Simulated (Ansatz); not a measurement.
Structure types of Lu were relaxed at one common pressure (all-electron LAPW in Ansatz 0.2.0 under PBE, scalar-relativistic, no spin polarisation, zero temperature). They take these volumes:

```json
{"type": "fcc", "space group": "Fm-3m", "V (Å³/atom)": "23.43"}
{"type": "bcc", "space group": "Im-3m", "V (Å³/atom)": "23.89"}
{"type": "hcp", "space group": "P6_3/mmc", "V (Å³/atom)": "23.80"}
{"type": "omega", "space group": "P6/mmm", "V (Å³/atom)": "23.52"}
{"type": "simple hexagonal", "space group": "P6/mmm", "V (Å³/atom)": "24.14"}
{"type": "sc", "space group": "Pm-3m", "V (Å³/atom)": "24.72"}
```

Q: At about which pressure, and is the densest type also the lowest in enthalpy?

A: 13 GPa. The densest is fcc, and it is 15 meV/atom above hcp: its gain in pV doesn't pay for its higher energy here.
